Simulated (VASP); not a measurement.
# GaN in VASP: one cell, several levels of theory

GaN (zincblende), under -3.0 % strain along z alone is computed at one geometry. Runs: PBE, r2SCAN.

Code: VASP 6.6.1. PAW datasets, plane waves. No spin polarisation and no zero-point or thermal motion.

## (1) The cell

The cell comes from an earlier relaxation with r2SCAN in another program, then strained, with the atoms relaxed again.

Space group I-4m2 (No. 119), tetragonal; a = 3.180 Å, c = 4.363 Å in the conventional setting, 11.03 Å³ an atom. Ga has 4 N at 1.93 Å; N has 4 Ga at 1.93 Å.

The structure in full:

```
CELL_PARAMETERS angstrom
0.00000 2.24895 2.18148
2.24895 0.00000 2.18148
2.24895 2.24895 0.00000
ATOMIC_POSITIONS crystal
Ga 0.00000 0.00000 0.00000
N 0.25000 0.25000 0.25000
```

## (2) PBE

Input file INCAR:

```
ENCUT = 520.000000
SIGMA = 0.020000
EDIFF = 1.00e-07
GGA = PE
PREC = Accurate
IBRION = -1
ISIF = 2
ISMEAR = -1
NBANDS = 16
NELM = 120
NSW = 0
LASPH = .TRUE.
LCHARG = .FALSE.
LWAVE = .FALSE.
LREAL = .FALSE.
```

Input file KPOINTS:

```
KPOINTS created by Atomic Simulation Environment
0
Gamma
10 10 10
0 0 0
```

Input file KPOINTS_OPT:

```
special points
6
Reciprocal
0.0000000000 0.0000000000 0.0000000000 1
-0.5000000000 -0.5000000000 0.0000000000 1
-0.3750000000 -0.3750000000 0.2500000000 1
-0.3750000000 0.0000000000 0.3750000000 1
0.0000000000 0.0000000000 0.5000000000 1
-0.5000000000 -0.2500000000 0.2500000000 1
```

Input file POSCAR:

```
Ga N
 1.0000000000000000
     0.0000000000000000    2.2489525411000000    2.1814839649000000
     2.2489525411000000    0.0000000000000000    2.1814839649000000
     2.2489525411000000    2.2489525411000000    0.0000000000000000
 Ga  N
   1   1
Cartesian
  0.0000000000000000  0.0000000000000000  0.0000000000000000
  1.1244762705499998  1.1244762705499998  1.0907419824500000
```

Potentials: the recommended PBE PAW datasets, 18 valence electrons in the neutral cell.

Launch:

```sh
$ mpirun -np 1 vasp_std
```

Standard output, without the iteration lines:

```text
POSCAR found type information on POSCAR GaN
 POSCAR found :  2 types and       2 ions
 LDA part: xc-table for (Slater+PW92), standard interpolation
 POSCAR, INCAR and KPOINTS ok, starting setup
 FFT: planning ... GRIDC
 FFT: planning ... GRID_SOFT
 FFT: planning ... GRID
 WAVECAR not read
 entering main loop
 Start KPOINTS_OPT (optional k-point list driver)
k-point batch [1-6\6]
```

OSZICAR:

```text
N       E                     dE             d eps       ncg     rms          rms(c)
DAV:   1     0.824865958004E+02    0.82487E+02   -0.92559E+03  3632   0.203E+03
DAV:   2    -0.845460172959E+01   -0.90941E+02   -0.85032E+02  3760   0.332E+02
DAV:   3    -0.140932807651E+02   -0.56387E+01   -0.56192E+01  3744   0.705E+01
DAV:   4    -0.141539147053E+02   -0.60634E-01   -0.60628E-01  4192   0.781E+00
DAV:   5    -0.141547279474E+02   -0.81324E-03   -0.81324E-03  3864   0.823E-01    0.785E+00
DAV:   6    -0.120891451749E+02    0.20656E+01   -0.48651E+00  4952   0.409E+01    0.268E+00
DAV:   7    -0.121006550623E+02   -0.11510E-01   -0.34078E-01  3624   0.650E+00    0.179E+00
DAV:   8    -0.120968957095E+02    0.37594E-02   -0.51803E-02  3792   0.335E+00    0.736E-01
DAV:   9    -0.120929876424E+02    0.39081E-02   -0.14552E-02  4904   0.289E+00    0.181E-01
DAV:  10    -0.120932846711E+02   -0.29703E-03   -0.15735E-03  3968   0.580E-01    0.810E-02
DAV:  11    -0.120931899511E+02    0.94720E-04   -0.28853E-04  4832   0.251E-01    0.115E-02
DAV:  12    -0.120931950952E+02   -0.51441E-05   -0.28930E-05  3944   0.536E-02    0.118E-02
DAV:  13    -0.120931948442E+02    0.25101E-06   -0.81523E-07  3992   0.153E-02    0.355E-03
DAV:  14    -0.120931947731E+02    0.71081E-07   -0.52476E-08  2992   0.300E-03
   1 F= -.12093195E+02 E0= -.12093195E+02  d E =-.403384E-13
       N       E                     dE             ncg
DAV:   1     0.366729658696E+04   -0.42924E+04      224
DAV:   2     0.317546393883E+04   -0.49183E+03      224
DAV:   3     0.314522837853E+04   -0.30236E+02      232
DAV:   4     0.314494356360E+04   -0.28481E+00      240
DAV:   5     0.314493984300E+04   -0.37206E-02      240
DAV:   6     0.314493970036E+04   -0.14264E-03      256
DAV:   7     0.314493969755E+04   -0.28076E-05      232
DAV:   8     0.314493969742E+04   -0.12724E-06      216
DAV:   9     0.314493969741E+04   -0.71623E-08      168
```

The lines after F= are the extra pass for the points of KPOINTS_OPT, at fixed density; their E is not a total energy.

Parts of OUTCAR:

```text
k-points           NKPTS =    102   k-points in BZ     NKDIM =    102   number of bands    NBANDS=     16

   NELECT =      18.0000    total number of electrons

   dimension x,y,z NGX =    24 NGY =   24 NGZ =   24
   dimension x,y,z NGXF=    48 NGYF=   48 NGZF=   48

  energy-cutoff  :      520.00
  volume of cell :       22.07
      direct lattice vectors                 reciprocal lattice vectors
     0.000000000  2.248952541  2.181483965    -0.222325723  0.222325723  0.229201776
     2.248952541  0.000000000  2.181483965     0.222325723 -0.222325723  0.229201776
     2.248952541  2.248952541  0.000000000     0.222325723  0.222325723 -0.229201776

 k-points in reciprocal lattice and weights: KPOINTS created by Atomic Simulation Env
   0.00000000  0.00000000  0.00000000       0.001
   0.10000000 -0.00000000  0.00000000       0.008
   0.20000000 -0.00000000  0.00000000       0.008
   0.30000000 -0.00000000  0.00000000       0.008
   0.40000000  0.00000000  0.00000000       0.008
   0.50000000 -0.00000000  0.00000000       0.004
   0.10000000  0.10000000  0.00000000       0.002
   0.20000000  0.10000000  0.00000000       0.008
[... 94 more k-points ...]

 E-fermi :   6.2556

 k-point     1 :       0.0000    0.0000    0.0000
  band No.  band energies     occupation
      1     -10.5644      2.00000
      2      -7.8027      2.00000
      3      -7.8027      2.00000
      4      -7.7691      2.00000
      5      -7.4357      2.00000
      6      -7.4326      2.00000
      7       5.6413      2.00000
      8       5.6413      2.00000
      9       5.7768      2.00000
     10       7.6450      0.00000
     11      16.1702      0.00000
     12      16.2541      0.00000
     13      16.2541      0.00000
     14      23.7884      0.00000
     15      24.4840      0.00000
     16      24.4840      0.00000

 k-point     2 :       0.1000   -0.0000    0.0000
  band No.  band energies     occupation
      1     -10.4459      2.00000
      2      -7.7876      2.00000
      3      -7.7759      2.00000
      4      -7.7449      2.00000
      5      -7.4364      2.00000
      6      -7.4348      2.00000
      7       4.5980      2.00000
      8       5.5224      2.00000
      9       5.6292      2.00000
     10       8.4771      0.00000
     11      15.7059      0.00000
     12      16.4025      0.00000
     13      16.4058      0.00000
     14      23.1675      0.00000
     15      23.2629      0.00000
     16      24.1026      0.00000

 k-point     3 :       0.2000   -0.0000    0.0000
  band No.  band energies     occupation
      1     -10.1425      2.00000
      2      -7.7528      2.00000
      3      -7.7312      2.00000
      4      -7.5997      2.00000
      5      -7.4352      2.00000
      6      -7.4325      2.00000
      7       2.7453      2.00000
      8       5.2300      2.00000
      9       5.3710      2.00000
     10       9.5649      0.00000
     11      14.9084      0.00000
     12      16.5908      0.00000
     13      16.7570      0.00000
     14      22.2246      0.00000
     15      22.5247      0.00000
     16      23.1402      0.00000

 k-point     4 :       0.3000   -0.0000    0.0000
  band No.  band energies     occupation
      1      -9.8081      2.00000
      2      -7.7225      2.00000
      3      -7.6984      2.00000
      4      -7.4268      2.00000
      5      -7.4137      2.00000
      6      -7.2057      2.00000
      7       0.8042      2.00000
      8       4.8989      2.00000
      9       5.0814      2.00000
     10      10.2580      0.00000
     11      14.5243      0.00000
     12      16.4475      0.00000
     13      16.8270      0.00000
     14      21.6631      0.00000
     15      23.2057      0.00000
     16      23.3735      0.00000

 k-point     5 :       0.4000    0.0000    0.0000
  band No.  band energies     occupation
      1      -9.5982      2.00000
      2      -7.7096      2.00000
      3      -7.6842      2.00000
      4      -7.4041      2.00000
      5      -7.3855      2.00000
      6      -6.5770      2.00000
      7      -0.8518      2.00000
      8       4.6504      2.00000
      9       4.8651      2.00000
     10      10.5117      0.00000
     11      14.5402      0.00000
     12      16.1476      0.00000
     13      16.6304      0.00000
     14      21.5481      0.00000
     15      24.7319      0.00000
     16      24.7656      0.00000

 k-point     6 :       0.5000   -0.0000    0.0000
  band No.  band energies     occupation
      1      -9.5355      2.00000
      2      -7.7073      2.00000
      3      -7.6816      2.00000
      4      -7.3927      2.00000
      5      -7.3718      2.00000
      6      -6.1883      2.00000
      7      -1.5904      2.00000
      8       4.5594      2.00000
      9       4.7861      2.00000
     10      10.5542      0.00000
     11      14.6011      0.00000
     12      16.0125      0.00000
     13      16.5144      0.00000
     14      21.6100      0.00000
     15      25.7861      0.00000
     16      25.8410      0.00000

 k-point     7 :       0.1000    0.1000    0.0000
  band No.  band energies     occupation
      1     -10.4015      2.00000
      2      -7.7740      2.00000
      3      -7.7740      2.00000
      4      -7.7396      2.00000
      5      -7.4421      2.00000
      6      -7.4266      2.00000
      7       4.6850      2.00000
      8       5.2999      2.00000
      9       5.2999      2.00000
     10       8.7883      0.00000
     11      15.2875      0.00000
     12      16.5549      0.00000
     13      16.5549      0.00000
     14      21.9265      0.00000
     15      25.2858      0.00000
     16      25.2932      0.00000

 k-point     8 :       0.2000    0.1000    0.0000
  band No.  band energies     occupation
      1     -10.1574      2.00000
      2      -7.7406      2.00000
      3      -7.7377      2.00000
      4      -7.6478      2.00000
      5      -7.4368      2.00000
      6      -7.4166      2.00000
      7       3.2726      2.00000
      8       4.9336      2.00000
      9       5.1361      2.00000
     10       9.7102      0.00000
     11      14.5794      0.00000
     12      16.7261      0.00000
     13      16.8511      0.00000
     14      20.6427      0.00000
     15      24.4698      0.00000
     16      24.4860      0.00000

 k-point     9 :       0.3000    0.1000    0.0000
  band No.  band energies     occupation
      1      -9.8373      2.00000
      2      -7.7068      2.00000
      3      -7.7025      2.00000
      4      -7.5088      2.00000
      5      -7.3990      2.00000
      6      -7.2520      2.00000
      7       1.4452      2.00000
      8       4.5816      2.00000
      9       4.8530      2.00000
     10      10.5106      0.00000
     11      14.2417      0.00000
     12      16.4166      0.00000
     13      16.8939      0.00000
     14      20.7892      0.00000
     15      23.7535      0.00000
     16      24.6203      0.00000

 k-point    10 :       0.4000    0.1000    0.0000
  band No.  band energies     occupation
      1      -9.6032      2.00000
      2      -7.6871      2.00000
      3      -7.6854      2.00000
      4      -7.4620      2.00000
      5      -7.3771      2.00000
      6      -6.6879      2.00000
      7      -0.2815      2.00000
      8       4.3662      2.00000
      9       4.5021      2.00000
     10      10.9286      0.00000
     11      14.1593      0.00000
     12      16.2246      0.00000
     13      16.6448      0.00000
     14      21.5357      0.00000
     15      23.9432      0.00000
     16      25.6574      0.00000

 k-point    11 :       0.5000    0.1000    0.0000
  band No.  band energies     occupation
      1      -9.5087      2.00000
      2      -7.6827      2.00000
      3      -7.6817      2.00000
      4      -7.4255      2.00000
      5      -7.3711      2.00000
      6      -6.1518      2.00000
      7      -1.3612      2.00000
      8       4.2202      2.00000
      9       4.3494      2.00000
     10      11.0914      0.00000
     11      13.9924      0.00000
     12      16.4007      0.00000
     13      16.4290      0.00000
     14      22.1230      0.00000
     15      24.8520      0.00000
     16      26.0519      0.00000

 k-point    12 :      -0.4000    0.1000    0.0000
  band No.  band energies     occupation
      1      -9.5307      2.00000
      2      -7.6864      2.00000
      3      -7.6800      2.00000
      4      -7.4109      2.00000
      5      -7.3928      2.00000
      6      -6.3067      2.00000
      7      -1.0889      2.00000
      8       4.0986      2.00000
      9       4.5326      2.00000
     10      11.1326      0.00000
     11      13.9415      0.00000
     12      16.3713      0.00000
     13      16.4614      0.00000
     14      22.4564      0.00000
     15      24.3884      0.00000
     16      25.5440      0.00000

[... the tables of k-points 13 to 102 left out ...]

  Total        1.5827611      1.5827611      2.0351940      0.0000000      0.0000000      0.0000000
  in kB      114.9167510    114.9167510    147.7657505      0.0000000      0.0000000      0.0000000
  external PRESSURE =     125.8664175 kB  Pullay stress =       0.0000000 kB

 POSITION                                       TOTAL-FORCE (eV/Angst)
 -----------------------------------------------------------------------------------
      0.00000      0.00000      0.00000         0.000000      0.000000      0.000000
      1.12448      1.12448      1.09074        -0.000000      0.000000     -0.000000
 -----------------------------------------------------------------------------------
    total drift:                                0.000002      0.000002      0.000000

  FREE ENERGIE OF THE ION-ELECTRON SYSTEM (eV)
  ---------------------------------------------------
  free  energy   TOTEN  =       -12.0931947731 eV

  energy  without entropy=      -12.0931947731  energy(sigma->0) =      -12.09319477
```

It took 20 s on 1 MPI rank of Intel Xeon Platinum 8488C, shared host; peak memory 0.16 GiB.

The levels at the points of KPOINTS_OPT are read from vasprun.xml.

Near the gap, in eV above the top of the last filled band v; c is the band after it:

```csv
point,v−1,v,c,c+1
Γ,-0.14,0.00,1.87,10.39
X,-3.08,-3.08,3.14,6.45
U,-4.50,-2.52,4.78,7.87
K,-4.54,-2.29,5.07,8.15
L,-1.22,-0.99,4.78,8.82
W,-3.92,-3.90,6.13,8.61
```

PBE gives a direct gap of 1.87 eV at Γ. The pressure is 12.59 GPa; the forces vanish within 0.01 eV/Å.

[end of part 1 of 2]
